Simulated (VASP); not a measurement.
**SiC in VASP: how settings move the PBE single point**

The PBE single point of SiC built on the zincblende prototype, under +3.0 % equal strain in all directions is repeated with altered inputs. Which of them can be trusted?

Code: VASP 6.6.1. PAW datasets, plane waves. Calculated at 0 K for a non-magnetic cell.

### 1 Starting point

The cell comes from an earlier relaxation with r2SCAN in another program.

It is cubic, F-43m (No. 216); a = 4.487 Å in the conventional setting, 11.29 Å³ an atom. Near Si stand 4 C at 1.94 Å; near C stand 4 Si at 1.94 Å.

Structure file:

```xyz
2
Lattice="0.0000 2.2434 2.2434 2.2434 0.0000 2.2434 2.2434 2.2434 0.0000" Properties=species:S:1:pos:R:3 pbc="T T T"
Si    0.0000    0.0000    0.0000
C     1.1217    1.1217    1.1217
```

### 2 Reference

INCAR

```
ENCUT = 520.000000
SIGMA = 0.020000
EDIFF = 1.00e-07
GGA = PE
PREC = Accurate
IBRION = -1
ISIF = 2
ISMEAR = -1
NBANDS = 11
NELM = 120
NSW = 0
LASPH = .TRUE.
LCHARG = .FALSE.
LWAVE = .FALSE.
LREAL = .FALSE.
```

KPOINTS

```
KPOINTS created by Atomic Simulation Environment
0
Gamma
10 10 10
0 0 0
```

POSCAR

```
Si C
 1.0000000000000000
     0.0000000000000000    2.2433939216000001    2.2433939216000001
     2.2433939216000001    0.0000000000000000    2.2433939216000001
     2.2433939216000001    2.2433939216000001    0.0000000000000000
 Si  C
   1   1
Cartesian
  0.0000000000000000  0.0000000000000000  0.0000000000000000
  1.1216969608000000  1.1216969608000000  1.1216969608000000
```

A file KPOINTS_OPT adds named points for the levels; it doesn't enter the self-consistent loop.

Potentials: the recommended PBE PAW datasets, 8 valence electrons.

The run is started by

```sh
$ mpirun -np 1 vasp_std
```

The closing lines of the self-consistent loop in OSZICAR:

```text
DAV:  11    -0.149911214758E+02   -0.29758E-05   -0.56162E-05  1235   0.371E-02    0.719E-03
DAV:  12    -0.149911220328E+02   -0.55698E-06   -0.25529E-06  1196   0.947E-03    0.127E-03
DAV:  13    -0.149911220428E+02   -0.10016E-07   -0.15153E-07  1145   0.240E-03
   1 F= -.14991122E+02 E0= -.14991122E+02  d E =-.689043E-12
```

Wall time 6.9 s (1 MPI rank of Intel Xeon Platinum 8488C, shared host); peak memory 0.14 GiB.

Values of the reference: energy (σ→0) -14.9911 eV, pressure -13.37 GPa, gap on the mesh 1.43 eV.

### 3 Try 1

INCAR, as its differences from that of step 2:

```diff
@@ -4,3 +4,2 @@
 GGA = PE
-PREC = Accurate
 IBRION = -1
@@ -15 +14,5 @@
 LREAL = .FALSE.
+PREC = Low
+IMIX = 1
+AMIX = 0.1
+NELECT = 7.9
```

KPOINTS is that of step 2.

POSCAR is that of step 2.

The run is started by

```sh
$ mpirun -np 1 vasp_std
```

Printed to the terminal (iteration lines stand in OSZICAR):

```text
POSCAR found type information on POSCAR SiC
 POSCAR found :  2 types and       2 ions
 LDA part: xc-table for (Slater+PW92), standard interpolation
 POSCAR, INCAR and KPOINTS ok, starting setup
 FFT: planning ... GRIDC
 FFT: planning ... GRID_SOFT
 FFT: planning ... GRID
 WAVECAR not read
 entering main loop
```

OSZICAR, cut to the lines that bear on the results:

```text
N       E                     dE             d eps       ncg     rms          rms(c)
DAV:   1     0.222257845342E+01    0.22226E+01   -0.32539E+03  1050   0.513E+02
DAV:   2    -0.164897828595E+02   -0.18712E+02   -0.17795E+02  1324   0.103E+02
DAV:   3    -0.171124527327E+02   -0.62267E+00   -0.61622E+00  1288   0.158E+01
DAV:   4    -0.171149554269E+02   -0.25027E-02   -0.25025E-02  1179   0.130E+00
DAV:   5    -0.171149677382E+02   -0.12311E-04   -0.12311E-04  1259   0.841E-02    0.768E+00
DAV:   6    -0.165567608676E+02    0.55821E+00   -0.34786E-01  1190   0.252E+00    0.642E+00
DAV:   7    -0.162188615363E+02    0.33790E+00   -0.23203E-01  1205   0.219E+00    0.537E+00
DAV:   8    -0.160142810703E+02    0.20458E+00   -0.12770E-01  1196   0.159E+00    0.451E+00
DAV:   9    -0.158893356105E+02    0.12495E+00   -0.77683E-02  1205   0.126E+00    0.385E+00
DAV:  10    -0.158126066780E+02    0.76729E-01   -0.45959E-02  1187   0.954E-01    0.332E+00
[... 51 lines left out ...]
DAV:  62    -0.156852772626E+02   -0.44999E-06   -0.33727E-08   642   0.148E-03    0.124E-02
DAV:  63    -0.156852776436E+02   -0.38092E-06   -0.28432E-08   636   0.137E-03    0.112E-02
DAV:  64    -0.156852779647E+02   -0.32117E-06   -0.23849E-08   607   0.125E-03    0.101E-02
DAV:  65    -0.156852782367E+02   -0.27192E-06   -0.20107E-08   574   0.115E-03    0.913E-03
DAV:  66    -0.156852784648E+02   -0.22811E-06   -0.16910E-08   583   0.105E-03    0.826E-03
DAV:  67    -0.156852786558E+02   -0.19106E-06   -0.14249E-08   559   0.962E-04    0.747E-03
DAV:  68    -0.156852788172E+02   -0.16136E-06   -0.11997E-08   532   0.881E-04    0.676E-03
DAV:  69    -0.156852789529E+02   -0.13567E-06   -0.10113E-08   544   0.808E-04    0.612E-03
DAV:  70    -0.156852790653E+02   -0.11242E-06   -0.85163E-09   544   0.740E-04    0.554E-03
DAV:  71    -0.156852791608E+02   -0.95462E-07   -0.71795E-09   544   0.678E-04
   1 F= -.15685279E+02 E0= -.15684940E+02  d E =-.678061E-03
```

From OUTCAR:

```text
k-points           NKPTS =     47   k-points in BZ     NKDIM =     47   number of bands    NBANDS=     11

   NELECT =       7.9000    total number of electrons

   dimension x,y,z NGX =    18 NGY =   18 NGZ =   18
   dimension x,y,z NGXF=    20 NGYF=   20 NGZF=   20

  energy-cutoff  :      520.00
  volume of cell :       22.58
      direct lattice vectors                 reciprocal lattice vectors
     0.000000000  2.243393922  2.243393922    -0.222876596  0.222876596  0.222876596
     2.243393922  0.000000000  2.243393922     0.222876596 -0.222876596  0.222876596
     2.243393922  2.243393922  0.000000000     0.222876596  0.222876596 -0.222876596

 k-points in reciprocal lattice and weights: KPOINTS created by Atomic Simulation Env
   0.00000000  0.00000000  0.00000000       0.001
   0.10000000  0.00000000  0.00000000       0.008
   0.20000000  0.00000000  0.00000000       0.008
   0.30000000  0.00000000  0.00000000       0.008
   0.40000000  0.00000000  0.00000000       0.008
   0.50000000  0.00000000  0.00000000       0.004
   0.10000000  0.10000000  0.00000000       0.006
   0.20000000  0.10000000  0.00000000       0.024
[... 39 more k-points ...]

 E-fermi :   6.7347

 k-point     1 :       0.0000    0.0000    0.0000
  band No.  band energies     occupation
      1      -7.5826      2.00000
      2       7.0948      0.00000
      3       7.0951      0.00000
      4       7.0951      0.00000
      5      12.3556      0.00000
      6      13.9165      0.00000
      7      13.9165      0.00000
      8      13.9165      0.00000
      9      21.2033      0.00000
     10      21.2033      0.00000
     11      22.3994      0.00000

 k-point     2 :       0.1000    0.0000    0.0000
  band No.  band energies     occupation
      1      -7.4013      2.00000
      2       6.1072      2.00000
      3       6.9660      0.00002
      4       6.9662      0.00002
      5      12.7299      0.00000
      6      14.0823      0.00000
      7      14.1449      0.00000
      8      14.1450      0.00000
      9      20.3387      0.00000
     10      20.3387      0.00000
     11      22.6946      0.00000

 k-point     3 :       0.2000    0.0000    0.0000
  band No.  band energies     occupation
      1      -6.8666      2.00000
      2       4.0865      2.00000
      3       6.6700      1.92445
      4       6.6702      1.92375
      5      12.5926      0.00000
      6      14.5172      0.00000
      7      14.5173      0.00000
      8      15.1406      0.00000
      9      19.7005      0.00000
     10      19.7005      0.00000
     11      21.9419      0.00000

 k-point     4 :       0.3000    0.0000    0.0000
  band No.  band energies     occupation
      1      -6.0168      2.00000
      2       1.9175      2.00000
      3       6.3642      2.00000
      4       6.3644      2.00000
      5      12.1997      0.00000
      6      14.4919      0.00000
      7      14.4920      0.00000
      8      16.2070      0.00000
      9      20.3758      0.00000
     10      20.3758      0.00000
     11      21.5534      0.00000

[... the tables of k-points 5 to 47 left out ...]

  Total       -2.9415885     -2.9415885     -2.9415885      0.0000000      0.0000000      0.0000000
  in kB     -208.7112660   -208.7112660   -208.7112660      0.0000000      0.0000000      0.0000000
  external PRESSURE =    -208.7112660 kB  Pullay stress =       0.0000000 kB

 POSITION                                       TOTAL-FORCE (eV/Angst)
 -----------------------------------------------------------------------------------
      0.00000      0.00000      0.00000         0.000000      0.000000      0.000000
      1.12170      1.12170      1.12170        -0.000000     -0.000000     -0.000000
 -----------------------------------------------------------------------------------
    total drift:                                0.000012      0.000012      0.000013

  FREE ENERGIE OF THE ION-ELECTRON SYSTEM (eV)
  ---------------------------------------------------
  free  energy   TOTEN  =       -15.6852791608 eV

  energy  without entropy=      -15.6846011001  energy(sigma->0) =      -15.68494013
```

Wall time 24 s (1 MPI rank of Intel Xeon Platinum 8488C, shared host); peak memory 0.11 GiB.

Changed: PREC = Low, IMIX = 1, AMIX = 0.1, NELECT = 7.9. VASP runs to the end. Its total energy is on another scale than the reference's; the pressure goes from -13.4 to -20.9 GPa. The pressure of a charged cell depends on the background and is no physical response. The cell is charged, with a uniform background to balance it.

### 4 Try 2

INCAR, as its differences from that of step 2:

```diff
@@ -9,3 +9,2 @@
 NBANDS = 11
-NELM = 120
 NSW = 0
@@ -15 +14,3 @@
 LREAL = .FALSE.
+NELM = 81
+ICHARG = 1
```

KPOINTS is that of step 2.

POSCAR is that of step 2.

The run is started by

```sh
$ mpirun -np 1 vasp_std
```

Standard output, without the iteration lines:

```text
POSCAR found type information on POSCAR SiC
 POSCAR found :  2 types and       2 ions
 LDA part: xc-table for (Slater+PW92), standard interpolation
 POSCAR, INCAR and KPOINTS ok, starting setup
 FFT: planning ... GRIDC
 FFT: planning ... GRID_SOFT
 FFT: planning ... GRID
 WAVECAR not read
 WARNING: CHGCAR is incomplete
 entering main loop
```

OSZICAR:

```text
N       E                     dE             d eps       ncg     rms          rms(c)
DAV:   1     0.339571515106E+01    0.33957E+01   -0.38189E+03  1050   0.604E+02
DAV:   2    -0.159738413656E+02   -0.19370E+02   -0.18393E+02  1324   0.105E+02
DAV:   3    -0.166144615702E+02   -0.64062E+00   -0.63941E+00  1288   0.161E+01
DAV:   4    -0.166170509622E+02   -0.25894E-02   -0.25893E-02  1179   0.132E+00
DAV:   5    -0.166170637252E+02   -0.12763E-04   -0.12763E-04  1256   0.859E-02    0.796E+00
DAV:   6    -0.150237450311E+02    0.15933E+01   -0.63602E+00  1148   0.108E+01    0.346E+00
DAV:   7    -0.149979303489E+02    0.25815E-01   -0.28944E-01  1235   0.315E+00    0.164E+00
DAV:   8    -0.149909071299E+02    0.70232E-02   -0.18873E-02  1175   0.912E-01    0.172E-01
DAV:   9    -0.149909919655E+02   -0.84836E-04   -0.18642E-03  1306   0.236E-01    0.109E-01
DAV:  10    -0.149911185001E+02   -0.12653E-03   -0.29167E-04  1166   0.101E-01    0.268E-02
DAV:  11    -0.149911214758E+02   -0.29758E-05   -0.56162E-05  1235   0.371E-02    0.719E-03
DAV:  12    -0.149911220328E+02   -0.55698E-06   -0.25529E-06  1196   0.947E-03    0.127E-03
DAV:  13    -0.149911220428E+02   -0.10016E-07   -0.15153E-07  1145   0.240E-03
   1 F= -.14991122E+02 E0= -.14991122E+02  d E =-.689043E-12
```

Parts of OUTCAR:

```text
k-points           NKPTS =     47   k-points in BZ     NKDIM =     47   number of bands    NBANDS=     11

   NELECT =       8.0000    total number of electrons

   dimension x,y,z NGX =    24 NGY =   24 NGZ =   24
   dimension x,y,z NGXF=    48 NGYF=   48 NGZF=   48

  energy-cutoff  :      520.00
  volume of cell :       22.58
      direct lattice vectors                 reciprocal lattice vectors
     0.000000000  2.243393922  2.243393922    -0.222876596  0.222876596  0.222876596
     2.243393922  0.000000000  2.243393922     0.222876596 -0.222876596  0.222876596
     2.243393922  2.243393922  0.000000000     0.222876596  0.222876596 -0.222876596

 k-points in reciprocal lattice and weights: KPOINTS created by Atomic Simulation Env
   0.00000000  0.00000000  0.00000000       0.001
   0.10000000  0.00000000  0.00000000       0.008
   0.20000000  0.00000000  0.00000000       0.008
   0.30000000  0.00000000  0.00000000       0.008
   0.40000000  0.00000000  0.00000000       0.008
   0.50000000  0.00000000  0.00000000       0.004
   0.10000000  0.10000000  0.00000000       0.006
   0.20000000  0.10000000  0.00000000       0.024
[... 39 more k-points ...]

 E-fermi :   7.5992

 k-point     1 :       0.0000    0.0000    0.0000
  band No.  band energies     occupation
      1      -7.5784      2.00000
      2       7.1557      2.00000
      3       7.1557      2.00000
      4       7.1557      2.00000
      5      12.3742      0.00000
      6      13.8824      0.00000
      7      13.8824      0.00000
      8      13.8824      0.00000
      9      21.1656      0.00000
     10      21.1656      0.00000
     11      22.3267      0.00000

 k-point     2 :       0.1000    0.0000    0.0000
  band No.  band energies     occupation
      1      -7.3964      2.00000
      2       6.1541      2.00000
      3       7.0246      2.00000
      4       7.0246      2.00000
      5      12.7420      0.00000
      6      14.0658      0.00000
      7      14.1132      0.00000
      8      14.1132      0.00000
      9      20.2905      0.00000
     10      20.2905      0.00000
     11      22.6161      0.00000

 k-point     3 :       0.2000    0.0000    0.0000
  band No.  band energies     occupation
      1      -6.8592      2.00000
      2       4.1146      2.00000
      3       6.7243      2.00000
      4       6.7243      2.00000
      5      12.5830      0.00000
      6      14.4871      0.00000
      7      14.4871      0.00000
      8      15.1563      0.00000
      9      19.6496      0.00000
     10      19.6496      0.00000
     11      21.8613      0.00000

 k-point     4 :       0.3000    0.0000    0.0000
  band No.  band energies     occupation
      1      -6.0044      2.00000
      2       1.9298      2.00000
      3       6.4153      2.00000
      4       6.4153      2.00000
      5      12.1874      0.00000
      6      14.4558      0.00000
      7      14.4558      0.00000
      8      16.2206      0.00000
      9      20.3329      0.00000
     10      20.3329      0.00000
     11      21.4842      0.00000

[... the tables of k-points 5 to 47 left out ...]

  Total       -1.8837722     -1.8837722     -1.8837722      0.0000000      0.0000000      0.0000000
  in kB     -133.6571954   -133.6571954   -133.6571954      0.0000000      0.0000000      0.0000000
  external PRESSURE =    -133.6571954 kB  Pullay stress =       0.0000000 kB

 POSITION                                       TOTAL-FORCE (eV/Angst)
 -----------------------------------------------------------------------------------
      0.00000      0.00000      0.00000        -0.000000     -0.000000     -0.000000
      1.12170      1.12170      1.12170         0.000000      0.000000      0.000000
 -----------------------------------------------------------------------------------
    total drift:                                0.000000      0.000000      0.000000

  FREE ENERGIE OF THE ION-ELECTRON SYSTEM (eV)
  ---------------------------------------------------
  free  energy   TOTEN  =       -14.9911220428 eV

  energy  without entropy=      -14.9911220428  energy(sigma->0) =      -14.99112204
```

Wall time 7.4 s (1 MPI rank of Intel Xeon Platinum 8488C, shared host); peak memory 0.14 GiB.

Changed: ICHARG = 1. VASP runs to the end. Against the reference the energy moves by less than 0.1 meV/atom.

ICHARG = 1 reads a charge density from CHGCAR, and values of 10 or more also hold the density fixed; no usable CHGCAR is here. Here it did no harm.

Remedy: leave ICHARG at its default for a self-consistent run.

### 5 Comparison

| run | changed | ending | energy change (meV/atom) | pressure (GPa) | gap on the mesh (eV; negative: overlap) | electronic steps | time | usable |
| --- | --- | --- | --- | --- | --- | --- | --- | --- |
| ref. | – | converged | 0 | -13.4 | 1.43 | 13 | 6.9 s | yes |
| 1 | PREC = Low, IMIX = 1, AMIX = 0.1, NELECT = 7.9 | converged | – | -20.9 | – | 71 | 24 s | no |
| 2 | ICHARG = 1 | converged | 0.0 | -13.4 | 1.43 | 13 | 7.4 s | yes |

What this shows: Of 2 altered inputs, 1 ended normally on a faulty or unsound input, 1 gave usable results.
